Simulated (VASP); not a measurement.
A VASP 6.6.1 single-point calculation on GaP

INCAR

```
IBRION = -1
SIGMA = 0.02
GGA = CA
NSW = 0
ISMEAR = -1
LCHARG = .FALSE.
EDIFF = 1E-7
NBANDS = 16
LWAVE = .FALSE.
ISIF = 2
LREAL = .FALSE.
NELM = 66
LASPH = .TRUE.
ISYM = 1
ENCUT = 520
PREC = Accurate
```

KPOINTS

```
KPOINTS created by Atomic Simulation Environment
0
Gamma
8 8 8
0 0 0
```

POSCAR

```
Ga P
 1.0000000000000000
     3.1864348745051778    0.0000000000000000    0.0000000000000000
    -0.0000000000000000    3.1864348745051778    0.0000000000000000
     0.0000000000000000    0.0000000000000000    3.1864348745051778
 Ga  P
   1   1
Cartesian
  0.0000000000000000  0.0000000000000000  0.0000000000000000
  1.5932174372525889  1.5932174372525889  1.5932174372525889
```

The recommended LDA PAW datasets give the neutral cell 18 valence electrons.

Command

```
mpirun -np 1 vasp_std
```

OSZICAR

```
N       E                     dE             d eps       ncg     rms          rms(c)
DAV:   1     0.675829280388E+02    0.67583E+02   -0.91522E+03  1224   0.175E+03
DAV:   2    -0.467755442193E+01   -0.72260E+02   -0.68833E+02  1248   0.285E+02
DAV:   3    -0.909568843956E+01   -0.44181E+01   -0.43968E+01  1432   0.562E+01
DAV:   4    -0.914945894139E+01   -0.53771E-01   -0.53756E-01  1344   0.637E+00
DAV:   5    -0.915044304749E+01   -0.98411E-03   -0.98390E-03  1496   0.808E-01    0.341E+00
DAV:   6    -0.906785058621E+01    0.82592E-01   -0.11476E-01  1536   0.713E+00    0.199E+00
DAV:   7    -0.905340731483E+01    0.14443E-01   -0.23116E-02  1704   0.152E+00    0.595E-01
DAV:   8    -0.905175000286E+01    0.16573E-02   -0.32055E-03  1408   0.759E-01    0.542E-02
DAV:   9    -0.905173475536E+01    0.15247E-04   -0.23239E-04  1640   0.206E-01    0.447E-02
DAV:  10    -0.905173474373E+01    0.11625E-07   -0.78414E-06  1304   0.270E-02    0.362E-02
DAV:  11    -0.905173345789E+01    0.12858E-05   -0.38205E-06  1496   0.335E-02    0.443E-03
DAV:  12    -0.905173345932E+01   -0.14356E-08   -0.16446E-07  1176   0.302E-03
   1 F= -.90517335E+01 E0= -.90507493E+01  d E =-.196833E-02
```

From OUTCAR

```
k-points           NKPTS =     35   k-points in BZ     NKDIM =     35   number of bands    NBANDS=     16

   NELECT =      18.0000    total number of electrons

   dimension x,y,z NGX =    24 NGY =   24 NGZ =   24
   dimension x,y,z NGXF=    48 NGYF=   48 NGZF=   48

  energy-cutoff  :      520.00
  volume of cell :       32.35
      direct lattice vectors                 reciprocal lattice vectors
     3.186434875  0.000000000  0.000000000     0.313830359  0.000000000  0.000000000
     0.000000000  3.186434875  0.000000000     0.000000000  0.313830359  0.000000000
     0.000000000  0.000000000  3.186434875     0.000000000  0.000000000  0.313830359

 k-points in reciprocal lattice and weights: KPOINTS created by Atomic Simulation Env
   0.00000000  0.00000000  0.00000000       0.002
   0.12500000  0.00000000  0.00000000       0.012
   0.25000000  0.00000000  0.00000000       0.012
   0.37500000  0.00000000  0.00000000       0.012
   0.50000000  0.00000000  0.00000000       0.006
   0.12500000  0.12500000  0.00000000       0.023
   0.25000000  0.12500000  0.00000000       0.047
   0.37500000  0.12500000  0.00000000       0.047
   ...

 E-fermi :   7.4890

 k-point     1 :       0.0000    0.0000    0.0000
  band No.  band energies     occupation
      1      -7.6599      2.00000
      2      -7.6599      2.00000
      3      -7.5064      2.00000
      4      -7.5064      2.00000
      5      -7.5064      2.00000
      6      -6.5145      2.00000
      7       6.3175      2.00000
      8       6.5504      2.00000
      9       6.5504      2.00000
     10       6.5504      2.00000
     11      11.7699      0.00000
     12      11.7699      0.00000
     13      18.0268      0.00000
     14      18.0268      0.00000
     15      18.0268      0.00000
     16      21.4143      0.00000

 k-point     2 :       0.1250    0.0000    0.0000
  band No.  band energies     occupation
      1      -7.6575      2.00000
      2      -7.6423      2.00000
      3      -7.5155      2.00000
      4      -7.5155      2.00000
      5      -7.5053      2.00000
      6      -6.3039      2.00000
      7       4.1635      2.00000
      8       6.7496      2.00000
      9       6.7496      2.00000
     10       7.7585      0.00000
     11      11.9566      0.00000
     12      13.1533      0.00000
     13      16.8876      0.00000
     14      16.8876      0.00000
     15      17.2326      0.00000
     16      21.5325      0.00000

 k-point     3 :       0.2500    0.0000    0.0000
  band No.  band energies     occupation
      1      -7.6517      2.00000
      2      -7.6019      2.00000
      3      -7.5376      2.00000
      4      -7.5376      2.00000
      5      -7.5029      2.00000
      6      -5.6834      2.00000
      7       1.7043      2.00000
      8       7.3172      1.99963
      9       7.3172      1.99963
     10       8.6263      0.00000
     11      12.4995      0.00000
     12      14.3636      0.00000
     13      14.8735      0.00000
     14      14.8735      0.00000
     15      17.4309      0.00000
     16      20.1583      0.00000

 ...

  Total       -0.8085313     -0.8085313     -0.8085313     -0.0000000      0.0000000      0.0000000
  in kB      -40.0398327    -40.0398327    -40.0398327     -0.0000000      0.0000000      0.0000000
  external PRESSURE =     -40.0398327 kB  Pullay stress =       0.0000000 kB

 POSITION                                       TOTAL-FORCE (eV/Angst)
 -----------------------------------------------------------------------------------
      0.00000      0.00000      0.00000         0.000000      0.000000      0.000000
      1.59322      1.59322      1.59322         0.000000      0.000000      0.000000
 -----------------------------------------------------------------------------------
    total drift:                               -0.000000      0.000000      0.000000

  FREE ENERGIE OF THE ION-ELECTRON SYSTEM (eV)
  ---------------------------------------------------
  free  energy   TOTEN  =        -9.0517334593 eV

  energy  without entropy=       -9.0497651314  energy(sigma->0) =       -9.05074930
```

It converged. Results: gap between bands v and c on the k mesh -3.60 eV (bands overlap: a metal); least direct gap on the k mesh 0.00 eV; pressure -4.0 GPa. Band v is the last that the valence electrons fill when counted band by band, and c is the next.

For comparison, a separate LDA run of the intended cell, on usual settings and not on those above, gives a gap of -3.60 eV on its mesh and a pressure of -4.0 GPa.

The run above took about 4.1 s on one core of a shared host (Intel Xeon 6975P-C) and held 0.13 GiB at most.
